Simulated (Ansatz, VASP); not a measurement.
**Eu: VASP beside Ansatz**

The input INCAR:

```
  PREC = Accurate
  ENCUT = 520
  EDIFF = 1E-6
  ISMEAR = -1
  SIGMA = 0.1
  LREAL = False
  LASPH = True
  NELM = 150
  ALGO = Normal
  ISIF = 2
  LWAVE = False
  LCHARG = False
  ISPIN = 2
  MAGMOM = 7
  LORBIT = 11
  LMAXMIX = 6
  GGA = PE
  NBANDS = 18
```

The input KPOINTS:

```
regular mesh
0
Gamma
  11 11 11
```

File POSCAR:

```
Eu
1.0
    2.7816468932      0.0000000000      0.0000000000
    0.0000000000      2.7816468932      0.0000000000
    0.0000000000      0.0000000000      2.7816468932
Eu
1
Direct
    0.0000000000      0.0000000000      0.0000000000
```

Input for Ansatz:

```yaml
crystal:
  lattice:
    - [2.7816468932, 0.0, 0.0]
    - [0.0, 2.7816468932, 0.0]
    - [0.0, 0.0, 2.7816468932]
  atoms:
    - { symbol: Eu, position: [0.0, 0.0, 0.0], spin: 7.0 }
magnetization:
  spin_polarized: true
kpoints:
  mp_grid: { grid: [11, 11, 11] }
scf:
  occupations: { method: fermi_dirac, width: 0.1 }
hamiltonian:
  xc: pbe
  pseudopotentials: { kind: all_electron, lapw: { basis_error: 0.001 } }
output:
  forces: true
  stress: true
  eigenvalues: true
  populations: true
```

Change from the starting cell: volume scaled by 0.5, LAPW.

Alike in both runs: task single point; functional PBE; k mesh 11 × 11 × 11; occupations fermi-dirac, width 0.1 eV; collinear spin.

```csv
,VASP,Ansatz
version,VASP 6.6.1,Ansatz 0.2.0
potentials or method,"VASP PAW PBE potentials, release 64 (Eu)","all-electron LAPW, scalar-relativistic"
plane-wave cutoff (eV),520,see its input
```

|  | VASP | Ansatz | Ansatz less VASP |
| --- | --- | --- | --- |
| pressure (GPa) | 29.5 | 29.4 | -0.10 |
| net moment per atom (μB) | 7.14 | 7.14 | +0.004 |
| size of the moment on the site where the two differ most (μB) | 6.73 | 6.90 | +0.173 |

Site moments also hang on the region over which each program counts them. Ansatz ran all-electron here, so the differences hold the error of VASP's frozen core and of both bases.

Caveats: so large a pressure means that the cell lies far from this level's equilibrium, or that cutoff or potentials fall short (VASP); spin-orbit coupling is left out, which moves the levels of the heavy elements. The state reached can hang on the start; a lower one may exist.
